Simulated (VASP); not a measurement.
# Cl (Cmce) in VASP: notebook

One crystal, Cl, is run at these levels: PBE, LDA; tasks: relaxation of cell and atoms.

Program: VASP 6.6.1. These are calculated values, not measurements. Logs are shortened: lines on timing, memory, paths and dates and some standing lists are left out, and cuts for length are marked.

### Step 1. The structure

Symmetry: Cmce, No. 64, orthorhombic system. The conventional cell has a = 4.916 Å, b = 3.247 Å, c = 7.173 Å, α = 90.00°, β = 90.00°, γ = 90.00°. Cl (site symmetry m) has 1 Cl at 2.01 Å as nearest neighbours.

### Step 2. Relaxation of cell and atoms, PBE, target pressure 42 GPa, at which the enthalpy is minimised

Contents of INCAR:

```
PREC = Accurate
ENCUT = 600
EDIFF = 1E-7
ISMEAR = 0
SIGMA = 0.03
LREAL = F
LASPH = T
NELM = 80
ALGO = Normal
ISIF = 3
LWAVE = F
LCHARG = F
GGA = PE
IBRION = 2
NSW = 90
EDIFFG = -0.005
PSTRESS = 420.0
```

Contents of KPOINTS:

```
Automatic mesh
0
Gamma
  8 8 4
```

Contents of POSCAR:

```
Cl                                      
1.0
    2.4581666245     -1.6233557887     -0.0000000000
    2.4581666245      1.6233557887      0.0000000000
    0.0000000000      0.0000000000      7.1733102314
  Cl            
     4
Direct
     0.8340924343001455    0.1659075656998548    0.1183445954711750
     0.6659075656998547    0.3340924343001453    0.6183445954711750
     0.1659075656998548    0.8340924343001455    0.8816554045288250
     0.3340924343001453    0.6659075656998545    0.3816554045288250
```

Potentials or basis: VASP PAW PBE potentials, release 64 (Cl).

Launch:

```
> cat potpaw_PBE.64/Cl/POTCAR > POTCAR
> mpirun -np 1 vasp_std > vasp.out
```

OUTCAR:

```text
PREC = Accurate
   ENCUT = 600
   EDIFF = 1E-7
   ISMEAR = 0
   LREAL = F
   LASPH = T
   NELM = 80
   ISIF = 3
   GGA = PE
   IBRION = 2
   NSW = 90
   EDIFFG = -0.005
   PSTRESS = 420.0

 ion  position               nearest neighbor table
   1  0.834  0.166  0.118-   3 2.01   4 2.49   4 2.49
   2  0.666  0.334  0.618-   4 2.01   3 2.49   3 2.49
   3  0.166  0.834  0.882-   1 2.01   2 2.49   2 2.49
   4  0.334  0.666  0.382-   2 2.01   1 2.49   1 2.49

  LATTYP: Found a base centered orthorhombic cell.
 ALAT       =     3.2467115774
 B/A-ratio  =     1.5142500748
 C/A-ratio  =     2.2094079072

  Lattice vectors:

 A1 = (  -2.4581666245,  -1.6233557887,   0.0000000000)
 A2 = (   2.4581666245,  -1.6233557887,   0.0000000000)
 A3 = (   0.0000000000,   0.0000000000,   7.1733102314)

Analysis of symmetry for initial positions (statically):
=====================================================================
 Subroutine PRICEL returns:
 Original cell was already a primitive cell.

 Routine SETGRP: Setting up the symmetry group for a
 base centered orthorhombic supercell.

 Subroutine GETGRP returns: Found  8 space group operations
 (whereof  4 operations were pure point group operations)
 out of a pool of  8 trial point group operations.

The static configuration has the point symmetry C_2h.
 The point group associated with its full space group is D_2h.

Analysis of symmetry for dynamics (positions and initial velocities):
=====================================================================
 Subroutine PRICEL returns:
 Original cell was already a primitive cell.

 Routine SETGRP: Setting up the symmetry group for a
 base centered orthorhombic supercell.

 Subroutine GETGRP returns: Found  8 space group operations
 (whereof  4 operations were pure point group operations)
 out of a pool of  8 trial point group operations.

The dynamic configuration has the point symmetry C_2h.
 The point group associated with its full space group is D_2h.

 Subroutine INISYM returns: Found  8 space group operations
 (whereof  4 operations are pure point group operations),
 and found     1 'primitive' translations

----------------------------------------------------------------------------------------

                                     Primitive cell

  volume of cell :      57.2499

  direct lattice vectors                    reciprocal lattice vectors
     2.458166625 -1.623355789  0.000000000     0.203403624 -0.308003953  0.000000000
     2.458166625  1.623355789  0.000000000     0.203403624  0.308003953  0.000000000
     0.000000000  0.000000000  7.173310231     0.000000000  0.000000000  0.139405653

  length of vectors
     2.945821986  2.945821986  7.173310231     0.369106312  0.369106312  0.139405653

  position of ions in fractional coordinates (direct lattice)
     0.834092434  0.165907566  0.118344595
     0.665907566  0.334092434  0.618344595
     0.165907566  0.834092434  0.881655405
     0.334092434  0.665907566  0.381655405

  ion indices of the primitive-cell ions
   primitive index   ion index
                 1           1
                 2           2
                 3           3
                 4           4

----------------------------------------------------------------------------------------

 KPOINTS: Automatic mesh

Automatic generation of k-mesh.
 Grid dimensions read from file:
 generate k-points for:    8    8    4

 Generating k-lattice:

  Cartesian coordinates                     Fractional coordinates (reciprocal lattice)
     0.025425453 -0.038500494  0.000000000     0.125000000  0.000000000  0.000000000
     0.025425453  0.038500494  0.000000000     0.000000000  0.125000000  0.000000000
     0.000000000  0.000000000  0.034851413     0.000000000  0.000000000  0.250000000

  Length of vectors
     0.046138289  0.046138289  0.034851413

  Shift w.r.t. Gamma in fractional coordinates (k-lattice)
     0.000000000  0.000000000  0.000000000

 Subroutine IBZKPT returns following result:
 ===========================================

 Found     63 irreducible k-points:

 Following reciprocal coordinates:
            Coordinates               Weight
  0.000000  0.000000  0.000000      1.000000
  0.125000  0.000000  0.000000      4.000000
  0.250000  0.000000  0.000000      4.000000
  0.375000  0.000000  0.000000      4.000000
  0.500000  0.000000  0.000000      2.000000
  0.125000  0.125000  0.000000      2.000000
[... 16 lines left out ...]
  0.125000  0.000000  0.250000      8.000000
  0.250000  0.000000  0.250000      8.000000
 [... further k-points ...]
   k-points           NKPTS =     63   k-points in BZ     NKDIM =     63   number of bands    NBANDS=     18
   number of dos      NEDOS =    301   number of ions     NIONS =      4
   total plane-waves  NPLWV =  34560
   dimension x,y,z NGX =    24 NGY =   24 NGZ =   60
   dimension x,y,z NGXF=    48 NGYF=   48 NGZF=  120
   ions per type =               4
   NGX,Y,Z   is equivalent  to a cutoff of  13.54, 13.54, 13.91 a.u.
   NGXF,Y,Z  is equivalent  to a cutoff of  27.09, 27.09, 27.81 a.u.
 SYSTEM =  unknown system
   PREC   = accura    normal or accurate (medium, high low for compatibility)
   ISTART =      0    job   : 0-new  1-cont  2-samecut
   ICHARG =      2    charge: 1-file 2-atom 10-const
   ISPIN  =      1    spin polarized calculation?
   LNONCOLLINEAR =      F non collinear calculations
   LSORBIT =      F    spin-orbit coupling
   LASPH  =      T    aspherical Exc in radial PAW
   ENCUT  =  600.0 eV  44.10 Ry    6.64 a.u.   5.88  5.88 14.33*2*pi/ulx,y,z
   NELM   =     80;   NELMIN=  2; NELMDL= -5     # of ELM steps
   EDIFF  = 0.1E-06   stopping-criterion for ELM
   LREAL  =      F    real-space projection
   EDIFFG = -.5E-02   stopping-criterion for IOM
   NSW    =     90    number of steps for IOM
   IBRION =      2    ionic relax: 0-MD 1-quasi-New 2-CG
   NFREE  =      1    steps in history (QN), initial steepest desc. (CG)
   ISIF   =      3    stress and relaxation
   ISYM   =      2    0-nonsym 1-usesym 2-fastsym
   POTIM  = 0.5000    time-step for ionic-motion
   TEBEG  =    0.0;   TEEND  =   0.0 temperature during run
   PSTRESS=  420.0 pullay stress
   NELECT =      28.0000    total number of electrons
   NUPDOWN=      -1.0000    fix difference up-down
   EMIN   =  10.00;   EMAX   =-10.00  energy-range for DOS
   EFERMI =   0.00;   METHOD = LEGACY
   ISMEAR =     0;   SIGMA  =   0.03  broadening in eV -4-tet -1-fermi 0-gaus
   EFERMI_NEDOS =   21; number of points for ismear=-14 and -15
   IALGO  =     38    algorithm
   IMIX   =      4    mixing-type and parameters
     AMIX     =   0.40;   BMIX     =  1.00
     AMIX_MAG =   1.60;   BMIX_MAG =  1.00
  volume/ion in A,a.u.               =      14.31        96.59
  Fermi-wavevector in a.u.,A,eV,Ry     =   1.289840  2.437445 22.635851  1.663688
  Thomas-Fermi vector in A             =   2.421709
   LORBIT       =      0    0 simple, 1 ext, 2 COOP (PROOUT), +10 PAW based schemes
   GGA     = PE    functional components
   LHFCALC =     F    Hartree Fock is set to
   AEXX    =    0.0000 exact exchange contribution
   IVDW    =     0    specifies the selected vdW correction
   LEPSILON=     F    determine dielectric tensor
   LRPA    =     F    only Hartree local field effects (RPA)
 conjugate gradient relaxation of ions
 non-spin polarized calculation
 Gauss-broadening in eV      SIGMA  =   0.03
  energy-cutoff  :      600.00
  volume of cell :       57.25
 maximum number of plane-waves:      1956
   NGX = 11   NGY = 11   NGZ = 29

--------------------------------------- Ionic step        1  -------------------------------------------

 number of electron      28.0000004 magnetization

 Free energy of the ion-electron system (eV)
  ---------------------------------------------------
  ext. energy  EPLUGINS =         0.00000000
  ---------------------------------------------------
  free energy    TOTEN  =        -3.63651542 eV

  energy without entropy =       -3.63651542  energy(sigma->0) =       -3.63651542

------------------------ aborting loop because EDIFF is reached ----------------------------------------

  FORCE on cell =-STRESS in cart. coord.  units (eV):
  Direction    XX          YY          ZZ          XY          YZ          ZX
  --------------------------------------------------------------------------------------
  -------------------------------------------------------------------------------------
  Total       15.0215481     15.0129264     15.0189629      0.0000000      0.0000000      0.0000000
  in kB      420.3883125    420.1470293    420.3159653      0.0000000      0.0000000      0.0000000
  external PRESSURE =       0.2837690 kB  Pullay stress =     420.0000000 kB
[... 65 lines left out ...]
  enthalpy is  TOTEN    =        11.3711585757 eV   P V=       15.0131792924

--------------------------------------- Ionic step        3  -------------------------------------------

 number of electron      28.0000004 magnetization

 Free energy of the ion-electron system (eV)
  ---------------------------------------------------
  ext. energy  EPLUGINS =         0.00000000
  ---------------------------------------------------
  free energy    TOTEN  =        -3.63888737 eV

  energy without entropy =       -3.63888737  energy(sigma->0) =       -3.63888737

 E-fermi :   7.6613     XC(G=0): -11.4140

 val. band max:        7.5222517058   @ k =   0.5000   0.0000   0.5000
 cond. band min:       9.0142013748   @ k =   0.5000   0.5000   0.2500
 fundamental gap:      1.4919496690
 Fermi energy:         7.6612935351

 k-point     1 :       0.0000    0.0000    0.0000
  band No.  band energies     occupation
      1     -12.4388      2.00000
      2     -10.9161      2.00000
      3      -9.0111      2.00000
      4      -4.9851      2.00000
      5      -0.9985      2.00000
      6       3.0747      2.00000
[... 10 lines left out ...]
     17      13.5988      0.00000
     18      15.2316      0.00000
[... 466 lines left out ...]
      2     -10.6797      2.00000
      3      -7.8070      2.00000
      4      -5.8802      2.00000
      5      -0.5648      2.00000
      6       0.9320      2.00000
[... 10 lines left out ...]
     17      15.6967      0.00000
     18      15.9641      0.00000

 [... further k-points ...]

------------------------ aborting loop because EDIFF is reached ----------------------------------------

  FORCE on cell =-STRESS in cart. coord.  units (eV):
  Direction    XX          YY          ZZ          XY          YZ          ZX
  --------------------------------------------------------------------------------------
  -------------------------------------------------------------------------------------
  Total       15.0141863     15.0012948     15.0015163      0.0000000     -0.0000000      0.0000000
  in kB      420.1159537    419.7552309    419.7614286      0.0000000     -0.0000000      0.0000000
  external PRESSURE =      -0.1224623 kB  Pullay stress =     420.0000000 kB
[... 19 lines left out ...]
  FREE ENERGIE OF THE ION-ELECTRON SYSTEM (eV)
  ---------------------------------------------------
  free  energy   TOTEN  =        -3.6388873723 eV

  energy  without entropy=       -3.6388873723  energy(sigma->0) =       -3.63888737

  enthalpy is  TOTEN    =        11.3711549961 eV   P V=       15.0100423684

 reached required accuracy - stopping structural energy minimisation
```

It took 1.8 min on 1 thread of Intel Xeon Platinum 8488C (Sapphire Rapids), shared host; peak memory 0.2 GiB.

What came out:

* Free energy: -3.6389 eV
* Relaxed volume: 14.31 Å³/atom
* Relaxed cell: a = 2.946 Å, b = 2.946 Å, c = 7.174 Å, α = 90.00°, β = 90.00°, γ = 66.88°
* Space group after relaxing (to 0.05 Å): Cmce (No. 64)
* Energy change on relaxing (the enthalpy is what falls): -0.6 meV/atom
* Ionic steps: 3
* Pressure after relaxing: 42.0 GPa
* Band gap on the k mesh: 1.49 eV, indirect (least direct gap 1.92 eV)

Step by step:
| step | energy change (eV) | largest force (eV/Å) | pressure (GPa) | volume (Å³) |
| --- | --- | --- | --- | --- |
| 1 | 0.0000 | 0.0059 | 42.03 | 57.25 |
| 2 | -0.0055 | 0.0044 | 41.94 | 57.27 |
| 3 | -0.0024 | 0.0015 | 41.99 | 57.26 |

Final structure:
```
CELL_PARAMETERS angstrom
2.45834 -1.62340 0.00000
2.45834 1.62340 0.00000
0.00000 0.00000 7.17373
ATOMIC_POSITIONS crystal
Cl 0.83408 0.16592 0.11836
Cl 0.66592 0.33409 0.61836
Cl 0.16592 0.83408 0.88164
Cl 0.33409 0.66592 0.38164
```

Caveat: the cell is relaxed towards a set pressure, so the enthalpy falls and the energy may rise. A k mesh can miss the band edges.

### Step 3. Relaxation of cell and atoms, LDA, target pressure 42 GPa, at which the enthalpy is minimised

This run uses another cell than the first one, of 29.05 Å³/atom, 2.030 times its volume.

Contents of INCAR:

```
PREC = Accurate ; ENCUT = 600
EDIFF = 1E-6 ; ISMEAR = 0
SIGMA = 0.03 ; LREAL = F
LASPH = T ; NELM = 80
ALGO = Normal ; ISIF = 3
LWAVE = F ; LCHARG = F
GGA = CA ; IBRION = 2
NSW = 90 ; EDIFFG = -0.01
PSTRESS = 420.0
```

KPOINTS is that of step 2.

Contents of POSCAR:

```
Cl
1.0
    3.1450000000     -2.2500000000      0.0000000000
    3.1450000000      2.2500000000      0.0000000000
    0.0000000000      0.0000000000      8.2100000000
Cl
4
Direct
    0.8700000000      0.1300000000      0.1000000000
    0.6300000000      0.3700000000      0.6000000000
    0.1300000000      0.8700000000      0.9000000000
    0.3700000000      0.6300000000      0.4000000000
```

Potentials or basis: VASP PAW LDA potentials, release 64 (Cl).

Launch:

```
> cat potpaw_LDA.64/Cl/POTCAR > POTCAR
> mpirun -np 1 vasp_std > vasp.out
```

Wall time 38 min (1 thread of AMD EPYC 7R13 (Zen 3), shared host); peak memory 0.25 GiB.

It converged, with:

| Item | Value |
| --- | --- |
| Free energy | -6.4586 eV |
| Relaxed volume | 13.55 Å³/atom |
| Relaxed cell | a = 2.886 Å, b = 2.886 Å, c = 7.089 Å, α = 90.00°, β = 90.00°, γ = 66.68° |
| Space group after relaxing (to 0.05 Å) | Cmce (No. 64) |
| Energy change on relaxing (the enthalpy is what falls) | +586.6 meV/atom |
| Ionic steps | 32 |
| Pressure after relaxing | 42.0 GPa |
| Largest force after relaxing | 0.007 eV/Å |
| Band gap on the k mesh | 1.20 eV, indirect (least direct gap 1.68 eV) |

Forces on the atoms (eV/Å):
```
Cl   0.000  0.007 -0.002
Cl   0.000 -0.007 -0.002
Cl   0.000 -0.007  0.002
Cl   0.000  0.007  0.002
```

Step by step:
| step | energy change (eV) | largest force (eV/Å) | pressure (GPa) | volume (Å³) |
| --- | --- | --- | --- | --- |
| 1 | 0.0000 | 0.3163 | -2.66 | 116.19 |
| 2 | 78.6389 | 138.2181 | 1039.17 | 26.28 |
| 3 | 1.0284 | 6.4055 | 18.09 | 79.89 |
| 4 | 1.6644 | 8.1272 | 25.15 | 75.37 |
| 5 | 3.2309 | 11.7081 | 41.56 | 68.04 |
| 6 | 16.0761 | 4.8581 | 215.06 | 34.99 |
| 7 | 3.6977 | 5.0516 | 62.93 | 53.13 |
| 8 | 4.2458 | 3.5979 | 71.13 | 50.48 |
| 9 | 0.9768 | 1.0093 | 16.06 | 63.18 |
| 10 | 2.0525 | 0.6223 | 38.47 | 56.13 |
| 11 | 2.1039 | 0.6793 | 39.34 | 55.93 |
| 12 | 2.1334 | 0.7134 | 39.84 | 55.81 |
| 13 | 2.3290 | 0.5016 | 42.09 | 54.84 |
| 14 | 2.7092 | 0.3617 | 46.47 | 53.26 |
| 15 | 2.5459 | 0.2758 | 43.88 | 53.71 |
| 16 | 2.2891 | 0.3329 | 39.31 | 54.58 |
| 17 | 2.4078 | 0.2649 | 42.28 | 54.05 |
| 18 | 2.3806 | 0.2444 | 41.70 | 54.15 |
| 19 | 2.3966 | 0.1595 | 42.20 | 54.07 |
| 20 | 2.4303 | 0.0930 | 43.11 | 53.92 |
| 21 | 2.3418 | 0.0921 | 41.84 | 54.25 |
| 22 | 2.3092 | 0.0921 | 41.35 | 54.37 |
| 23 | 2.3317 | 0.0228 | 41.86 | 54.28 |
| 24 | 2.3395 | 0.0484 | 42.03 | 54.25 |
| 25 | 2.3421 | 0.0321 | 41.99 | 54.24 |
| 26 | 2.3456 | 0.0142 | 41.95 | 54.22 |
| 27 | 2.3538 | 0.0220 | 41.87 | 54.19 |
| 28 | 2.3486 | 0.0040 | 41.92 | 54.21 |
| 29 | 2.3630 | 0.0149 | 42.25 | 54.16 |
| 30 | 2.3600 | 0.0126 | 42.19 | 54.17 |
| 31 | 2.3368 | 0.0065 | 41.84 | 54.26 |
| 32 | 2.3465 | 0.0072 | 41.97 | 54.22 |

Final structure:
```xyz
4
Lattice="2.4109 -1.5862 0.0000 2.4109 1.5862 0.0000 0.0000 0.0000 7.0890" Properties=species:S:1:pos:R:3 pbc="T T T"
Cl    2.4109   -1.0424    0.8464
Cl    2.4109   -0.5438    4.3909
Cl    2.4109    1.0424    6.2426
Cl    2.4109    0.5438    2.6981
```

Levels at points of the mesh, in eV from the valence-band top:
| k point | band 12 | band 13 | band 14 | band 15 | band 16 | band 17 |
| --- | --- | --- | --- | --- | --- | --- |
| (0.00, 0.00, 0.00) | -1.10 | -0.06 | 0.00 | 2.20 | 3.48 | 5.51 |
| (0.50, 0.00, 0.00) | -2.70 | -1.36 | -1.36 | 3.53 | 3.53 | 6.34 |
| (0.50, 0.50, 0.00) | -2.93 | -2.73 | -1.86 | 1.50 | 2.36 | 4.46 |
| (0.00, 0.00, 0.50) | -1.19 | -0.03 | -0.03 | 2.48 | 2.48 | 7.16 |
| (0.50, 0.00, 0.50) | -2.21 | -0.05 | -0.05 | 1.63 | 1.63 | 7.22 |
| (0.50, 0.50, 0.50) | -3.77 | -2.70 | -2.70 | 1.27 | 1.27 | 6.52 |

Caveat: the cell is relaxed towards a set pressure, so the enthalpy falls and the energy may rise; the volume moved by over 15 % at a fixed basis, so the end points are rough.

[end of part 1 of 2]
